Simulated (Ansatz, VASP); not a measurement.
One calculation of PbSe, two programs

```xyz
2
Lattice="0.0000 3.0887 3.0887 2.9652 0.0000 3.0887 2.9652 3.0887 0.0000" Properties=species:S:1:pos:R:3 pbc="T T T"
Pb    0.0000    0.0000    0.0000
Se    2.9652    3.0887    3.0887
```

Change from the starting cell: uniaxial_x strain -4.0%.

Alike in both runs: task single point; functional PBE; k mesh 8 × 8 × 8; occupations fermi-dirac, width 0.02 eV; no spin polarisation.

|  | VASP | Ansatz |
| --- | --- | --- |
| version | VASP 6.6.1 | Ansatz 0.2.0 |
| potentials or method | VASP PAW PBE potentials, release 64 (Pb_d, Se) | plane waves, PAW |
| plane-wave cutoff (eV) | 520 | 420 |
| valence electrons in the cell | 20 | 30 |

```csv
,VASP,Ansatz,Ansatz less VASP
pressure (GPa),3.5,3.5,+0.02
largest component of the traceless stress (GPa),4.01,4.00,-0.009
```

The two sets of potentials don't hold the same shells in valence.
